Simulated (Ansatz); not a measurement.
# MgO (Fm-3m) in Ansatz: Born charges and dielectric tensor with PBE

Aim: the Born charges and dielectric tensor of MgO with PBE.

Program: Ansatz 0.2.0. These are calculated values, not measurements. Logs are shortened: lines on timing, memory, paths and dates and some standing lists are left out, and cuts for length are marked.

**The experiment to reproduce.**

“Electronic structure of alkaline earth and post-transition metal oxides”, 2009, arxiv:0908.1581 quotes, for a bulk crystal of MgO: band gap 7.83 eV.

From “Infrared Optical Properties of Ferropericlase (Mg1-xFexO): Experiment and Theory”, 2007, arxiv:0704.2267, for a bulk crystal of MgO at 295 K: high-frequency dielectric constant 2.95 ± 0.1.

The results are compared with them further down.

## (1) Starting point

The structure is cubic, space group Fm-3m (No. 225). The conventional cell has a = 4.194 Å, b = 4.194 Å, c = 4.194 Å, α = 90.00°, β = 90.00°, γ = 90.00°. Mg (site symmetry m-3m) has 6 O at 2.10 Å as nearest neighbours. O (site symmetry m-3m) has 6 Mg at 2.10 Å as nearest neighbours.

The cell is a database's computed one.

## (2) Born charges and dielectric tensor, PBE

input.yaml reads:

```yaml
crystal:
  lattice:
    - [0.0, 2.0970013927, 2.0970013927]
    - [2.0970013927, 0.0, 2.0970013927]
    - [2.0970013927, 2.0970013927, 0.0]
  atoms:
    - { symbol: Mg, position: [0.0, 0.0, 0.0] }
    - { symbol: O, position: [0.5, 0.5, 0.5] }
kpoints:
  mp_grid: { grid: [11, 11, 11] }
scf:
  occupations: { method: fixed }
hamiltonian:
  xc: pbe
  pseudopotentials: { kind: all_electron, datasets: crystal }
output: {}
dielectric: {}
```

Potentials or basis: all-electron PAW datasets made for the crystal.

Launch:

```sh
> ansatz run input.yaml --threads 1 --pin off --max-ram 3072MiB --backend cpu --events-out ev --progress --plain --runs-dir out
```

The program printed:

```text
Warning: RAYON_NUM_THREADS=1 ignored (pool sized by the plan → 1); use --threads N
hamiltonian.pseudopotentials.datasets: crystal makes datasets for this crystal and solves the spheres of its atoms anew in each pass: cutoff 400.0 eV, the density's 2000.0 eV; for an error of 0.50 meV an atom under PBE, 1.0 meV for the cell; an energy difference from a run of another recipe may be off by several times the error for the cell, under r2SCAN by more, where some 0.1 meV an atom stays at smaller errors; in a run that uses the all-electron wave functions in the spheres, carries its plane waves along with the cell (elastic.basis: deformed) or is on a recipe of such a run or, without exact exchange, of a hybrid, they include no finite-basis correction of the energy (for plane waves above the cutoff): energies differ from those of runs with it by up to 1.1 meV an atom at a dataset_error of 0.2 meV (4 under r2SCAN), and by more at a larger error or with an open f shell (one dataset_recipe, of a run without it, keeps both alike, but for a hybrid, which always has it); O in spheres of 1.064 Å, 6 of its electrons in bands; Mg in spheres of 1.027 Å, 2 of its electrons in bands, 8 on its site; only band paths and densities of states list, in semicore columns, the levels of the semicore shells that are solved separately: 2s of Mg, 2p of Mg
Engine: ansatz 0.2.0, x86_64-unknown-linux-gnu
Pseudopotentials: kind: all_electron
Pseudopotential: Mg, paw, valence charge 10, recommended cutoff 400 eV (normal), crystal/all_electron/pbe/scalar/gaussian/Mg, Koelling and Harmon's equation, gaussian nucleus
Pseudopotential: O, paw, valence charge 6, recommended cutoff 400 eV (normal), crystal/all_electron/pbe/scalar/gaussian/O, Koelling and Harmon's equation, gaussian nucleus
Functional definition: PBE
  parameter kappa = 0.804
  parameter beta = 0.06672455060314922
  exchange = pbe_x(kappa = kappa, mu = beta*pi^2/3)
  correlation = pbe_c(beta = beta)
davidson cushion auto → on  (no smearing: the cushion is to keep the highest requested band from converging to the state above it; pin scf.eigensolver.cushion to override)
Crystal: 2 atoms, lattice volume = 18.443 Å³
Basis set: ecut = 400 eV, 331 PW (Γ), exchange–correlation on 48×48×48 points (8 copies of the dense FFT grid, shifted against one another)
Bands: 8, of which v1, the nominal top of the filled ones, is band 4 counted from 1 (3 counted from 0)
Symmetry: 48 space group operations
k-points: 126 of 1331 (irreducible under 8 space group operations, time reversal used)
Non-local potential: Mg, projectors of the file, l = 0: 1, l = 1: 1
Non-local potential: O, projectors of the file, l = 0: 1, l = 1: 2
PAW form: soft (Blöchl's): semilocal exchange-correlation on the pseudo side does not see the compensation charge
PAW one-centre angular grid: Mg, 110 points (default); XC on its mesh's 1917 points in the sphere
PAW one-centre angular grid: O, 110 points (default); XC on its mesh's 1965 points in the sphere
Initial density: superposition of atomic densities (neutral atoms: chi_scale 0, normalization atom)
Initial wavefunctions: pseudopotential atomic-orbital guess
Functional: x = pbe(κ = 0.804, μ = 0.2195149727645171), c = pbe(β = 0.06672455060314922)
iter 1 solved again at ethr=6.37e-2 eV; its pass at ethr=1.00e-1 eV (dr2=5.09e0 eV) is discarded
SCF iter   1: F=—  HF=-7504.101277 eV  |F-HF|=—  |Δ(HF+E_count)|=         —  Δρ=1.67e-1  dr2=5.21e0  ethr=6.37e-2  ⟨swp⟩=2.0  Hψ=6980  notcnv=0
preconditioner: auto → none  [insulator: Δε(μ)=6.700 eV  Ē_g=20.330 eV  n_scr=0 (ndim 8)  ℏωp=24.5 eV  f_vac=0.000  ε∞_Penn≈2.4]
SCF iter   2: F=—  HF=-7502.908481 eV  |F-HF|=—  |Δ(HF+E_count)|=    1.19e0  Δρ=8.85e-2  dr2=7.80e-1  ethr=6.37e-2  ⟨swp⟩=2.6  Hψ=2658  notcnv=0
iter 3 solved again at ethr=5.60e-4 eV; its pass at ethr=9.75e-3 eV (dr2=4.48e-2 eV) is discarded
SCF iter   3: F=—  HF=-7502.635408 eV  |F-HF|=—  |Δ(HF+E_count)|=   2.73e-1  Δρ=1.87e-2  dr2=4.59e-2  ethr=5.60e-4  ⟨swp⟩=2.0  Hψ=5730  notcnv=0
SCF iter   4: F=—  HF=-7502.647258 eV  |F-HF|=—  |Δ(HF+E_count)|=   1.18e-2  Δρ=1.26e-3  dr2=3.05e-4  ethr=5.60e-4  ⟨swp⟩=2.0  Hψ=2520  notcnv=0
SCF iter   5: F=—  HF=-7502.647222 eV  |F-HF|=—  |Δ(HF+E_count)|=   3.66e-5  Δρ=2.45e-4  dr2=4.25e-6  ethr=3.81e-6  ⟨swp⟩=3.0  Hψ=3567  notcnv=0
SCF iter   6: F=—  HF=-7502.647227 eV  |F-HF|=—  |Δ(HF+E_count)|=   5.77e-6  Δρ=3.99e-5  dr2=1.17e-7  ethr=5.31e-8  ⟨swp⟩=3.0  Hψ=4012  notcnv=0
SCF iter   7: F=—  HF=-7502.647228 eV  |F-HF|=—  |Δ(HF+E_count)|=   5.75e-8  Δρ=5.30e-6  dr2=5.29e-9  ethr=1.46e-9  ⟨swp⟩=3.1  Hψ=3063  notcnv=0  defer=2
SCF iter   8: F=-7502.647228 eV  HF=-7502.647228 eV  |F-HF|=1.82e-11  |Δ(HF+E_count)|=  1.93e-10  Δρ=6.42e-7  dr2=4.27e-11  ethr=6.61e-11  ⟨swp⟩=3.2  Hψ=3051  notcnv=0  defer=2
SCF 1 converged in 8 iterations: F = -7502.647228 eV  dr2 = 4.27e-11
the response reads at least the filled bands of the reference SCF and the lowest empty band at each k-point, and that SCF's band table does not vouch for those bands. The notice of the band table in this run's record says why
NSCF: frozen V_eff on 5 k-points
DFPT response loops at Γ: preconditioner auto → none (the input reference at scf.mixing.eps_inf says where Resta's filter doesn't serve); β = 0.50; Broyden in place of MSR1
SCF converged after 8 iterations
Free energy (F): -7502.647228 eV
Harris-Foulkes:  -7502.647228 eV  (|F-HF|=1.82e-11)
Internal energy: -7502.647228 eV  (E = F + TS)
E sigma→0 (E₀):  -7502.647228 eV
Past the cutoff: waves up to 1.5 times it would add -0.000036 eV an atom, which no energy here includes
By the cutoff:   a pressure is off by up to 0.008 GPa (6 times that energy over an atom's volume, and 0.004 GPa: a bound that held against runs at twice the plane waves)
Past the cutoffs: a stress includes 0.0001 GPa for waves and charges beyond them
In the spheres:  the bands' charges fall short by 1.3e-6 e at most (sound up to 1e-3), those of shells solved beside the bands by 4.9e-7 e (sound up to 5e-4)
Fermi energy:    8.008533 eV
--- Per-component energies (eV) ---
  E_band       = 20.018601
  E_kinetic    = 126.105708
  E_local      = -906.438739  (includes V_loc(G=0)·N_el)
  E_nonlocal   = -21.308095
  E_hartree    = 473.790225
  E_xc         = -85.152646
  E_vxc        = -98.531671  (∫ρ·V_xc dr)
  E_paw        = -8252.244638  (= ΣΔE_a)
  E_vpaw       = -2484.908715  (= ΣTr[D̂ρ^β])
  E_ewald      = -1294.918655
  E_smearing   = -0.000000  (= −TS)
  E_closure    = 2457.519612  (closes the sum)
  Σ components = -7502.647228   (vs F -7502.647228, Δ=0.00e0)
  The terms above E_closure are by the made datasets' own strengths, without shells solved beside the bands.
--- Band table (eV; the first three rows and the last of 126) ---
  k-point 0: bands = ["-9.3058", "8.0085", "8.0085", "8.0085", "12.8728", "23.8936", "23.8936", "23.8936"]
  k-point 1: bands = ["-9.2136", "7.4575", "7.9513", "7.9513", "13.4028", "22.7969", "24.0980", "24.0980"]
  k-point 2: bands = ["-8.9560", "6.2811", "7.8018", "7.8018", "14.4771", "21.3499", "24.5553", "24.5553"]
  k-point 125: bands = ["-7.6799", "4.8883", "5.0986", "6.3630", "19.3326", "20.0227", "20.3559", "24.0001"]
--- Dielectric response (ions clamped): 1 representative field direction + reference, on 126 of 1331 k-points (Σ response iterations 8) ---
  k mesh reduced under 8 symmetry operations, with k and −k counted as one. Each operation leaves every solved perturbation unchanged. A smaller set is not considered because the run solves the response to a homogeneous field
  ε∞ (high-frequency dielectric tensor):
        3.200732    -0.000000     0.000000
        0.000000     3.200732    -0.000000
        0.000000     0.000000     3.200732
  Born effective charges Z* (e; rows j = field, columns β = displacement):
    site 0:
         1.98229    0.00000   -0.00000
         0.00000    1.98229    0.00000
         0.00000   -0.00000    1.98229
    site 1:
        -1.98229   -0.00000    0.00000
        -0.00000   -1.98229    0.00000
         0.00000    0.00000   -1.98229
  Z* charge neutrality: 1.147e-5 e pre-enforcement
  k-mesh period / interband length: 32.6 Å / 1.39 Å = 23.39 at k = (0.0000, 0.0000, 0.0000), direct gap 4.864 eV — 14 or more, which is no proof of convergence
```

Run time: 57 s. Hardware: 1 thread of Intel Xeon Platinum 8259CL at 2.50GHz (Skylake/Cascade Lake), shared host; peak memory 0.75 GiB.

What came out:

* Free energy: -7502.6472 eV
* Band gap on the k mesh: 4.86 eV, direct
* Electronic dielectric tensor (diagonal): 3.20
* Born charges (mean of the diagonal): Mg +1.98; O -1.98 e

Levels at points of the mesh, in eV from the valence-band top:
| k point | band 1 | band 2 | band 3 | band 4 | band 5 | band 6 | band 7 | band 8 |
| --- | --- | --- | --- | --- | --- | --- | --- | --- |
| (0.00, 0.00, 0.00) | -17.31 | 0.00 | 0.00 | 0.00 | 4.86 | 15.89 | 15.89 | 15.89 |

Electronic dielectric tensor:
```
3.20 0.00 0.00
0.00 3.20 0.00
0.00 0.00 3.20
```

Born effective charge tensors (e):
atom 1, Mg
```
1.98 0.00 0.00
0.00 1.98 0.00
0.00 0.00 1.98
```
atom 2, O
```
-1.98  0.00  0.00
 0.00 -1.98  0.00
 0.00  0.00 -1.98
```

Caveat: the program warned that the printed levels may be off, so bands, gaps and densities of states are rough.

## (3) Against experiment

Step 2. A measured gap of MgO is 7.83 eV (quoted in “Electronic structure of alkaline earth and post-transition metal oxides”, 2009, arxiv:0908.1581); the calculated 4.86 eV misses it by -2.97 eV. The value is that of PBE, without temperature or zero-point motion. Semilocal functionals fall short of measured gaps as a rule. The cell is a database's relaxed one, not the measured one, which moves gaps too. Against the measured high-frequency dielectric constant of MgO, 2.95 (295 K; “Infrared Optical Properties of Ferropericlase (Mg1-xFexO): Experiment and Theory”, 2007, arxiv:0704.2267), the calculated 3.20 is off by +8.5 %.
